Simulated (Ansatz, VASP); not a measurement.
## Co in VASP and in Ansatz

```
CELL_PARAMETERS angstrom
0.00000 2.36454 2.36454
2.36454 0.00000 2.36454
2.36454 2.36454 0.00000
ATOMIC_POSITIONS crystal
Co 0.12500 0.12500 0.12500
Co 0.87500 0.87500 0.87500
```

Alike in both runs: task single point; functional LDA; k mesh 13 × 13 × 13; occupations fermi-dirac, width 0.1 eV; no spin polarisation.

```csv
,VASP,Ansatz
version,VASP 6.6.1,Ansatz 0.2.0
potentials or method,"VASP PAW LDA potentials, release 64 (Co)","plane waves (420 eV) with PAW, scalar-relativistic"
plane-wave cutoff (eV),520,420
valence electrons in the cell,18,34
```

Ansatz gave:

* pressure (GPa): 7.4

Q: Estimate VASP's values.

A: Pressure (GPa): 5.1.

The two sets of potentials don't hold the same shells in valence. Ansatz warned: «pseudo_functional_mismatch».

Caveats: the run has no spin polarisation, though such a crystal can be magnetic. Spin polarisation is off, so any magnetic state and its effect on volume and gap are missing.
